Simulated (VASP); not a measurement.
# Sn (P6_3/mmc) in VASP: a series of runs

Runs on Sn. Level: PBEsol. Tasks: relaxation of cell and atoms, single point.

Program: VASP 6.6.1. These are calculated values, not measurements. Logs are shortened: lines on timing, memory, paths and dates and some standing lists are left out, and cuts for length are marked.

## 1. The structure

The structure is hexagonal, space group P6_3/mmc (No. 194). Conventional cell: a = 3.787 Å, b = 3.787 Å, c = 12.214 Å, α = 90.00°, β = 90.00°, γ = 120.00°. Sn (site symmetry -3m) has 12 Sn at 3.76 to 3.79 Å as nearest neighbours. Around Sn (site symmetry -6m2) lie 12 Sn at 3.76 to 3.79 Å.

The cell was built by a generator and needn't be a form met in nature.

## 2. Relaxation of cell and atoms, PBEsol

The input, INCAR:

```
SYSTEM = Sn
ALGO     = Normal         ! electronic algorithm
EDIFF    = 1E-6           ! SCF threshold, eV
EDIFFG   = -0.04          ! ionic threshold
ENCUT    = 600            ! plane-wave cutoff, eV
GGA      = PS             ! functional
IBRION   = 2              ! ionic algorithm
ISIF     = 3              ! what is computed and relaxed
ISMEAR   = 0              ! smearing method
LASPH    = .TRUE.         ! aspherical terms in the spheres
LCHARG   = .FALSE.        ! write CHGCAR
LREAL    = .FALSE.        ! projectors in reciprocal space
LWAVE    = .FALSE.        ! write WAVECAR
NELM     = 100            ! most SCF steps
NSW      = 90             ! ionic steps
PREC     = Accurate       ! precision mode
SIGMA    = 0.1            ! smearing width, eV
```

The input, KPOINTS:

```
k-points
0
G
  6 6 2
  0 0 0
```

The input, POSCAR:

```
Sn
1.0
    3.7871474704      0.0000000000      0.0000000000
   -1.8935737352      3.2797659173      0.0000000000
    0.0000000000      0.0000000000     12.2142980722
Sn
4
Direct
    0.0000000000      0.0000000000      0.0000000000
    0.0000000000      0.0000000000      0.5000000000
    0.3333333333      0.6666666667      0.7500000000
    0.6666666667      0.3333333333      0.2500000000
```

Potentials or basis: VASP PAW PBE potentials, release 64 (Sn_d).

Command:

```
$ cat potpaw_PBE.64/Sn_d/POTCAR > POTCAR
$ mpirun -np 1 vasp_std > vasp.out
```

OUTCAR:

```text
SYSTEM = Sn
   EDIFF = 1E-6
   EDIFFG = -0.04
   ENCUT = 600
   GGA = PS
   IBRION = 2
   ISIF = 3
   ISMEAR = 0
   LASPH = .TRUE.
   LREAL = .FALSE.
   NELM = 100
   NSW = 90
   PREC = Accurate

 ion  position               nearest neighbor table
   1  0.000  0.000  0.000-   3 3.76   4 3.76   4 3.76   3 3.76   4 3.76   3 3.76
   2  0.000  0.000  0.500-   3 3.76   4 3.76   4 3.76   3 3.76   4 3.76   3 3.76
   3  0.333  0.667  0.750-   1 3.76   2 3.76   1 3.76   2 3.76   1 3.76   2 3.76
   4  0.667  0.333  0.250-   1 3.76   2 3.76   1 3.76   2 3.76   1 3.76   2 3.76

  LATTYP: Found a hexagonal cell.
 ALAT       =     3.7871474704
 C/A-ratio  =     3.2251973729

  Lattice vectors:

 A1 = (   3.7871474704,   0.0000000000,   0.0000000000)
 A2 = (  -1.8935737352,   3.2797659173,   0.0000000000)
 A3 = (   0.0000000000,   0.0000000000,  12.2142980722)

Analysis of symmetry for initial positions (statically):
=====================================================================
 Subroutine PRICEL returns:
 Original cell was already a primitive cell.

 Routine SETGRP: Setting up the symmetry group for a
 hexagonal supercell.

 Subroutine GETGRP returns: Found 24 space group operations
 (whereof 12 operations were pure point group operations)
 out of a pool of 24 trial point group operations.

The static configuration has the point symmetry D_3d.
 The point group associated with its full space group is D_6h.

Analysis of symmetry for dynamics (positions and initial velocities):
=====================================================================
 Subroutine PRICEL returns:
 Original cell was already a primitive cell.

 Routine SETGRP: Setting up the symmetry group for a
 hexagonal supercell.

 Subroutine GETGRP returns: Found 24 space group operations
 (whereof 12 operations were pure point group operations)
 out of a pool of 24 trial point group operations.

The dynamic configuration has the point symmetry D_3d.
 The point group associated with its full space group is D_6h.

 Subroutine INISYM returns: Found 24 space group operations
 (whereof 12 operations are pure point group operations),
 and found     1 'primitive' translations

----------------------------------------------------------------------------------------

                                     Primitive cell

  volume of cell :     151.7133

  direct lattice vectors                    reciprocal lattice vectors
     3.787147470  0.000000000  0.000000000     0.264050980  0.152449904  0.000000000
    -1.893573735  3.279765917  0.000000000     0.000000000  0.304899808  0.000000000
     0.000000000  0.000000000 12.214298072     0.000000000  0.000000000  0.081871262

  length of vectors
     3.787147470  3.787147470 12.214298072     0.304899808  0.304899808  0.081871262

  position of ions in fractional coordinates (direct lattice)
     0.000000000  0.000000000  0.000000000
     0.000000000  0.000000000  0.500000000
     0.333333333  0.666666667  0.750000000
     0.666666667  0.333333333  0.250000000

  ion indices of the primitive-cell ions
   primitive index   ion index
                 1           1
                 2           2
                 3           3
                 4           4

----------------------------------------------------------------------------------------

 KPOINTS: k-points

Automatic generation of k-mesh.
 Grid dimensions read from file:
 generate k-points for:    6    6    2

 Generating k-lattice:

  Cartesian coordinates                     Fractional coordinates (reciprocal lattice)
     0.044008497  0.025408317  0.000000000     0.166666667 -0.000000000  0.000000000
     0.000000000  0.050816635  0.000000000     0.000000000  0.166666667  0.000000000
     0.000000000  0.000000000  0.040935631     0.000000000  0.000000000  0.500000000

  Length of vectors
     0.050816635  0.050816635  0.040935631

  Shift w.r.t. Gamma in fractional coordinates (k-lattice)
     0.000000000  0.000000000  0.000000000

 Subroutine IBZKPT returns following result:
 ===========================================

 Found     14 irreducible k-points:

 Following reciprocal coordinates:
            Coordinates               Weight
  0.000000  0.000000  0.000000      1.000000
  0.166667 -0.000000  0.000000      6.000000
  0.333333  0.000000  0.000000      6.000000
  0.500000 -0.000000  0.000000      3.000000
  0.166667  0.166667  0.000000      6.000000
  0.333333  0.166667  0.000000     12.000000
  0.333333  0.333333  0.000000      2.000000
  0.000000  0.000000  0.500000      1.000000
  0.166667 -0.000000  0.500000      6.000000
  0.333333  0.000000  0.500000      6.000000
  0.500000 -0.000000  0.500000      3.000000
  0.166667  0.166667  0.500000      6.000000
  0.333333  0.166667  0.500000     12.000000
  0.333333  0.333333  0.500000      2.000000
   k-points           NKPTS =     14   k-points in BZ     NKDIM =     14   number of bands    NBANDS=     33
[... 40 lines left out ...]
  Thomas-Fermi vector in A             =   2.310745
   LORBIT       =      0    0 simple, 1 ext, 2 COOP (PROOUT), +10 PAW based schemes
   GGA     = PS    functional components
   LHFCALC =     F    Hartree Fock is set to
   AEXX    =    0.0000 exact exchange contribution
   IVDW    =     0    specifies the selected vdW correction
   LEPSILON=     F    determine dielectric tensor
   LRPA    =     F    only Hartree local field effects (RPA)
 conjugate gradient relaxation of ions
 non-spin polarized calculation
 Gauss-broadening in eV      SIGMA  =   0.10
  energy-cutoff  :      600.00
  volume of cell :      151.71
 maximum number of plane-waves:      5113
   NGX = 15   NGY = 15   NGZ = 49

--------------------------------------- Ionic step        1  -------------------------------------------

 number of electron      55.9999992 magnetization

 Free energy of the ion-electron system (eV)
  ---------------------------------------------------
  ext. energy  EPLUGINS =         0.00000000
  ---------------------------------------------------
  free energy    TOTEN  =       -15.09543269 eV

  energy without entropy =      -15.06290034  energy(sigma->0) =      -15.07916652

 E-fermi :   4.6995     XC(G=0):  -9.0341

 val. band max:        4.6795498911   @ k =   0.3333   0.1667   0.5000
 cond. band min:       4.7376439338   @ k =   0.3333   0.1667   0.0000
 fundamental gap:      0.0580940427
 Fermi energy:         4.6995348071

 k-point     1 :       0.0000    0.0000    0.0000
  band No.  band energies     occupation
      1     -16.9218      2.00000
      2     -16.9218      2.00000
      3     -16.9197      2.00000
      4     -16.9197      2.00000
      5     -16.9157      2.00000
      6     -16.9153      2.00000
[... 25 lines left out ...]
     32       9.0498      0.00000
     33       9.0499      0.00000
[... 517 lines left out ...]
 VOLUME and BASIS-vectors are now :
 -----------------------------------------------------------------------------
  energy-cutoff  :      600.00
  volume of cell :      110.94
      direct lattice vectors                 reciprocal lattice vectors
     3.438940656  0.000000000  0.000000000     0.290787222  0.167886081 -0.000000000
    -1.719470328  2.978209971  0.000000000     0.000000000  0.335772162 -0.000000000
     0.000000000  0.000000000 10.831836568     0.000000000  0.000000000  0.092320448

 POSITION                                       TOTAL-FORCE (eV/Angst)
 -----------------------------------------------------------------------------------
     -1.71947      2.97821     10.83184         0.000000     -0.000000     -0.000000
     -1.71947      2.97821      5.41592         0.000000      0.000000     -0.000000
     -0.00000      1.98547      8.12388         0.000000     -0.000000      0.000000
      1.71947      0.99274      2.70796        -0.000000      0.000000     -0.000000
 -----------------------------------------------------------------------------------
    total drift:                                0.000000     -0.000000      0.000000

  FREE ENERGIE OF THE ION-ELECTRON SYSTEM (eV)
  ---------------------------------------------------
  free  energy   TOTEN  =       -16.8157919608 eV

  energy  without entropy=      -16.8077405849  energy(sigma->0) =      -16.81176627

--------------------------------------- Ionic step        3  -------------------------------------------

 number of electron      56.0000019 magnetization

 Free energy of the ion-electron system (eV)
  ---------------------------------------------------
  ext. energy  EPLUGINS =         0.00000000
  ---------------------------------------------------
  free energy    TOTEN  =       -16.86456679 eV

  energy without entropy =      -16.85633702  energy(sigma->0) =      -16.86045191

 E-fermi :   8.3748     XC(G=0): -10.6569

 val. band max:        8.2703446663   @ k =   0.3333   0.3333   0.0000
 cond. band min:       8.4687903787   @ k =   0.1667   0.1667   0.5000
 fundamental gap:      0.1984457125
 Fermi energy:         8.3748277920

 k-point     1 :       0.0000    0.0000    0.0000
  band No.  band energies     occupation
      1     -13.1175      2.00000
      2     -13.1175      2.00000
      3     -13.1007      2.00000
      4     -13.0960      2.00000
      5     -13.0960      2.00000
      6     -13.0941      2.00000
[... 25 lines left out ...]
     32      14.7832      0.00000
     33      14.7832      0.00000
[... 479 lines left out ...]
 VOLUME and BASIS-vectors are now :
 -----------------------------------------------------------------------------
  energy-cutoff  :      600.00
  volume of cell :      105.24
      direct lattice vectors                 reciprocal lattice vectors
     3.383797929  0.000000000  0.000000000     0.295525921  0.170621970 -0.000000000
    -1.691898965  2.930454968  0.000000000     0.000000000  0.341243940 -0.000000000
     0.000000000  0.000000000 10.612907200     0.000000000  0.000000000  0.094224889

 POSITION                                       TOTAL-FORCE (eV/Angst)
 -----------------------------------------------------------------------------------
      0.00000      0.00000      0.00000         0.000000      0.000000      0.000000
      0.00000      0.00000      5.30645         0.000000     -0.000000      0.000000
     -0.00000      1.95364      7.95968        -0.000000     -0.000000      0.000000
      1.69190      0.97682      2.65323         0.000000      0.000000     -0.000000
 -----------------------------------------------------------------------------------
    total drift:                                0.000000     -0.000000      0.000000

  FREE ENERGIE OF THE ION-ELECTRON SYSTEM (eV)
  ---------------------------------------------------
  free  energy   TOTEN  =       -16.8645667913 eV

  energy  without entropy=      -16.8563370192  energy(sigma->0) =      -16.86045191

 reached required accuracy - stopping structural energy minimisation
```

Run time: 3.7 min. Hardware: 1 thread of Intel Xeon Platinum 8559C (Emerald Rapids), shared host; peak memory 0.32 GiB.

What came out:

```
Free energy                            : -16.8646 eV
Relaxed volume                         : 26.31 Å³/atom
Relaxed cell                           : a = 3.384 Å, b = 3.384 Å, c = 10.613 Å, α = 90.00°, β = 90.00°, γ = 120.00°
Space group after relaxing (to 0.05 Å) : P6_3/mmc (No. 194)
Energy gained by relaxing              : 442.3 meV/atom
Ionic steps                            : 3
Pressure after relaxing                : 0.1 GPa
Band gap on the k mesh                 : none (metal or under the smearing width)
```

Stress tensor (GPa, compression positive):
```
 0.21  0.00  0.00
 0.00  0.21  0.00
 0.00  0.00 -0.21
```

The path:
| step | energy change (eV) | largest force (eV/Å) | pressure (GPa) | volume (Å³) |
| --- | --- | --- | --- | --- |
| 1 | 0.0000 | 0.0000 | -8.67 | 151.71 |
| 2 | -1.7204 | 0.0000 | -2.59 | 110.94 |
| 3 | -1.7691 | 0.0000 | 0.07 | 105.24 |

Final structure:
```
Sn
1.0
     3.38380    0.00000    0.00000
    -1.69190    2.93045    0.00000
     0.00000    0.00000   10.61291
Sn
4
Direct
  0.00000 0.00000 0.00000
  0.00000 0.00000 0.50000
  0.33333 0.66667 0.75000
  0.66667 0.33333 0.25000
```

Caveat: the volume moved by over 15 % at a fixed basis, so the end points are rough; the PAW data sets were made with another functional, which shifts forces and pressure a little.

## 3. Single point, PBEsol

This run uses another cell than the first one: it holds 3 atoms, not 4.

The input, INCAR:

```
SYSTEM = Sn
PREC = Accurate
ENCUT = 520
EDIFF = 1E-6
ISMEAR = 0
SIGMA = 0.1
LREAL = .FALSE.
LASPH = .TRUE.
NELM = 60
ALGO = Normal
ISIF = 2
LWAVE = .FALSE.
LCHARG = .FALSE.
GGA = PS
NBANDS = 28
```

The input, KPOINTS:

```
Automatic mesh
0
G
  6 6 6
  0 0 0
```

The input, POSCAR:

```
Sn
1.0
    1.7421044421      1.0058044686      7.5828459427
   -1.7421044421      1.0058044686      7.5828459427
    0.0000000000     -2.0116089372      7.5828459427
Sn
3
Direct
    0.0000000000      0.0000000000      0.0000000000
    0.2239850352      0.2239850352      0.2239850352
    0.7760149648      0.7760149648      0.7760149648
```

Potentials or basis: VASP PAW PBE potentials, release 64 (Sn_d).

Command:

```
$ cat potpaw_PBE.64/Sn_d/POTCAR > POTCAR
$ mpirun -np 1 vasp_std > vasp.out
```

It took 3 min on 1 thread of Intel Xeon Platinum 8488C (Sapphire Rapids), shared host; peak memory 0.46 GiB.

It converged, with:

| Property | Result |
| --- | --- |
| Free energy | -12.5960 eV |
| Pressure | -0.1 GPa |
| Largest force | 0.007 eV/Å |
| Band gap on the k mesh | none (metal or under the smearing width) |

Forces in eV/Å, atoms in the order of the input:
```
Sn   0.000  0.000  0.000
Sn   0.000  0.000 -0.007
Sn   0.000  0.000  0.007
```

Levels at points of the mesh, in eV from the Fermi level:
```
           k point  band 19  band 20  band 21  band 22  band 23  band 24
(0.00, 0.00, 0.00)    -0.14     0.06     4.96     4.96     5.04     5.04
(0.50, 0.00, 0.00)    -4.31    -2.68    -2.56     1.79     1.88     2.02
(0.50, 0.50, 0.00)    -4.58    -2.01    -1.91     0.83     1.12     1.78
(0.50, 0.50, 0.50)    -4.34     4.48     4.48     5.65     5.86     6.02
```

Caveat: the PAW data sets were made with another functional, which shifts forces and pressure a little.

## 4. Single point, PBEsol

This run uses another cell than the first one: it holds 3 atoms, not 4.

The input, INCAR:

```
  PREC = Accurate
  ENCUT = 520
  EDIFF = 1E-6
  ISMEAR = 0
  SIGMA = 0.1
  LREAL = False
  LASPH = True
  NELM = 60
  ALGO = Fast
  ISIF = 2
  LWAVE = False
  LCHARG = True
  GGA = PS
  LELF = True
  LVHAR = True
  NBANDS = 28
```

The input, KPOINTS:

```
regular mesh
0
Gamma
  15 15 15
```

The input, POSCAR:

```
Sn
1.0
    1.6636445920      0.9605056530      8.2544414379
   -1.6636445920      0.9605056530      8.2544414379
    0.0000000000     -1.9210113061      8.2544414379
Sn
3
Direct
    0.0000000000      0.0000000000      0.0000000000
    0.2225408742      0.2225408742      0.2225408742
    0.7774591258      0.7774591258      0.7774591258
```

Command:

```
$ cat potpaw_PBE.64/Sn_d/POTCAR > POTCAR
$ mpirun -np 1 vasp_std > vasp.out
```

It took 73 min on 1 thread of Intel Xeon Platinum 8488C (Sapphire Rapids), shared host; peak memory 0.96 GiB.

The run converged. Its results:

| Quantity | Value |
| --- | --- |
| Free energy | -12.7061 eV |
| Pressure | -0.1 GPa |
| Band gap on the k mesh | none (metal or under the smearing width) |

Levels at points of the mesh, in eV from the Fermi level:
| k point | band 19 | band 20 | band 21 | band 22 | band 23 | band 24 |
| --- | --- | --- | --- | --- | --- | --- |
| (0.00, 0.00, 0.00) | -1.60 | -1.57 | 6.46 | 6.46 | 6.48 | 6.48 |

Caveat: the PAW data sets were made with another functional, which shifts forces and pressure a little.

## 5. Single point, PBEsol

This run uses another cell than the first one: it holds 3 atoms, not 4.

The input, INCAR:

```
PREC     = Accurate       # precision mode
ENCUT    = 520            # plane-wave cutoff, eV
EDIFF    = 1E-7           # SCF threshold, eV
ISMEAR   = 0              # smearing method
SIGMA    = 0.1            # smearing width, eV
LREAL    = False          # projectors in reciprocal space
LASPH    = True           # aspherical terms in the spheres
NELM     = 60             # most SCF steps
ALGO     = Normal         # electronic algorithm
ISIF     = 2              # what is computed and relaxed
LWAVE    = False          # write WAVECAR
LCHARG   = False          # write CHGCAR
GGA      = PS             # functional
NBANDS   = 28             # bands
```

The input, KPOINTS:

```
Automatic mesh
0
Gamma
  6 6 6
```

The input, POSCAR:

```
Sn
1.0
    1.9469842632      1.1240918884      9.4096527754
   -1.9469842632      1.1240918884      9.4096527754
    0.0000000000     -2.2481837769      9.4096527754
Sn
3
Direct
    0.0000000000      0.0000000000      0.0000000000
    0.2222200000      0.2222200000      0.2222200000
    0.7777800000      0.7777800000      0.7777800000
```

Command:

```
$ cat potpaw_PBE.64/Sn_d/POTCAR > POTCAR
$ mpirun -np 1 vasp_std > vasp.out
```

Wall time 6.5 min (1 thread of Intel Xeon Platinum 8488C (Sapphire Rapids), shared host); peak memory 0.69 GiB.

The run converged. Its results:

- Free energy: -10.7839 eV
- Pressure: -8.6 GPa
- Largest force: 0.188 eV/Å
- Band gap on the k mesh: none (metal or under the smearing width)

Forces on the atoms (eV/Å):
```
Sn   0.000  0.000  0.000
Sn   0.000  0.000  0.188
Sn   0.000  0.000 -0.188
```

Stress tensor (GPa, compression positive):
```
-8.64  0.00  0.00
 0.00 -8.64  0.00
 0.00  0.00 -8.49
```

Levels at points of the mesh, in eV from the Fermi level:
| k point | band 17 | band 18 | band 19 | band 20 | band 21 | band 22 | band 23 | band 24 | band 25 | band 26 |
| --- | --- | --- | --- | --- | --- | --- | --- | --- | --- | --- |
| (0.00, 0.00, 0.00) | -7.41 | -7.40 | -1.15 | -1.14 | 3.65 | 3.65 | 3.71 | 3.71 | 4.52 | 4.52 |
| (0.50, 0.00, 0.00) | -5.98 | -5.87 | -2.73 | -2.12 | -1.86 | 0.71 | 1.24 | 1.73 | 1.76 | 2.57 |
| (0.50, 0.50, 0.00) | -6.34 | -5.69 | -2.77 | -2.18 | -1.50 | 0.16 | 1.19 | 1.35 | 2.77 | 2.79 |
| (0.50, 0.50, 0.50) | -8.47 | -6.44 | -2.92 | 2.20 | 2.21 | 3.44 | 3.44 | 4.19 | 4.19 | 4.25 |

Caveat: the PAW data sets were made with another functional, which shifts forces and pressure a little.

## 6. Summary

| task | cell | k mesh | cutoff (eV) | gap on the mesh (eV) | pressure (GPa) | largest force (eV/Å) |
| --- | --- | --- | --- | --- | --- | --- |
| relaxation of cell and atoms | relaxed | 6 × 6 × 2 | 600 | none | 0.1 | - |
| single point | R-3m, 26.57 Å³/atom | 6 × 6 × 6 | 520 | none | -0.1 | 0.01 |
| single point | R-3m, 26.38 Å³/atom | 15 × 15 × 15 | 520 | none | -0.1 | - |
| single point | R-3m, 41.19 Å³/atom | 6 × 6 × 6 | 520 | none | -8.6 | 0.19 |

Alike in all rows: level PBEsol; potentials or basis VASP PAW PBE potentials, release 64 (Sn_d); no spin polarisation; smearing gaussian 0.1 eV.

Every run on the cell as given and a fine mesh finds a metal.

Caveats: the PAW data sets were made with another functional, which shifts forces and pressure a little; the volume moved by over 15 % at a fixed basis, so the end points are rough (some runs).

Absolute energies hang on the potentials; compare differences alone.
